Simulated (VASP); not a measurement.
A run of VASP 6.6.1:

Contents of INCAR:

```
PREC     = Accurate       # precision mode
ENCUT    = 600            # plane-wave cutoff, eV
EDIFF    = 1E-7           # SCF threshold, eV
ISMEAR   = 0              # smearing method
SIGMA    = 0.03           # smearing width, eV
LREAL    = False          # projectors in reciprocal space
LASPH    = True           # aspherical terms in the spheres
NELM     = 80             # most SCF steps
ALGO     = Normal         # electronic algorithm
ISIF     = 3              # what is computed and relaxed
LWAVE    = False          # write WAVECAR
LCHARG   = False          # write CHGCAR
METAGGA  = R2SCAN         # meta-GGA
LMIXTAU  = True         
IBRION   = 2              # ionic algorithm
NSW      = 90             # ionic steps
EDIFFG   = -0.005         # ionic threshold
```

KPOINTS

```
Automatic mesh
0
Gamma
  12 12 12
```

File POSCAR:

```
SiC                                     
1.0
   -0.0000000000      2.0122517714      2.0122517714
    2.0122517714     -0.0000000000      2.0122517714
    2.0122517714      2.0122517714     -0.0000000000
  Si              C             
     1     1
Direct
     1.0000000000000000    0.0000000000000000    1.0000000000000000
     0.5000000000000000    0.5000000000000000    0.5000000000000000
```

Potentials or basis: VASP PAW PBE potentials, release 64 (Si, C).

Run with:

```console
$ cat potpaw_PBE.64/Si/POTCAR potpaw_PBE.64/C/POTCAR > POTCAR
$ mpirun -np 1 vasp_std > vasp.out
```

Hardware: 1 thread of Intel(R) Xeon(R) 6975P-C (Granite Rapids), on a shared host.

**Question.** How long does it take, and how much memory?

**Answer.** It took 41 s on 1 thread of Intel(R) Xeon(R) 6975P-C (Granite Rapids), on a shared host, peak memory 0.14 GiB. Counts: scf iterations 41, k points 72, ion steps 3.
